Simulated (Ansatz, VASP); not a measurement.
# CoSi3 in VASP and in Ansatz

```xyz
4
Lattice="0.0000 2.9483 2.9483 2.9483 0.0000 2.9483 2.9483 2.9483 0.0000" Properties=species:S:1:pos:R:3 pbc="T T T"
Si    1.4742    1.4742    1.4742
Si    4.4225    4.4225    4.4225
Si    2.9483    2.9483    2.9483
Co    0.0000    0.0000    0.0000
```

Alike in both runs: task single point; functional PBE; k mesh 12 × 12 × 12; occupations gaussian, width 0.1 eV; no spin polarisation.

```csv
,VASP,Ansatz
version,VASP 6.6.1,Ansatz 0.2.0
potentials or method,"VASP PAW PBE potentials, release 64 (Si, Co)","scalar-relativistic, plane waves, PAW"
plane-wave cutoff (eV),520,420
valence electrons in the cell,21,29
```

VASP gave:

* gap on the k mesh at the Fermi level (eV): none
* pressure (GPa): -0.1

Q: Estimate Ansatz's values.

A: gap on the k mesh at the Fermi level (eV): none; pressure (GPa): 0.0.

A gap of «none» marks a metal or a gap that the smearing closes. The functional is the same, so the differences come from potentials, cutoffs and numerics. The two sets of potentials don't hold the same shells in valence.

Spin polarisation is off, so any magnetic state and its effect on volume and gap are missing.
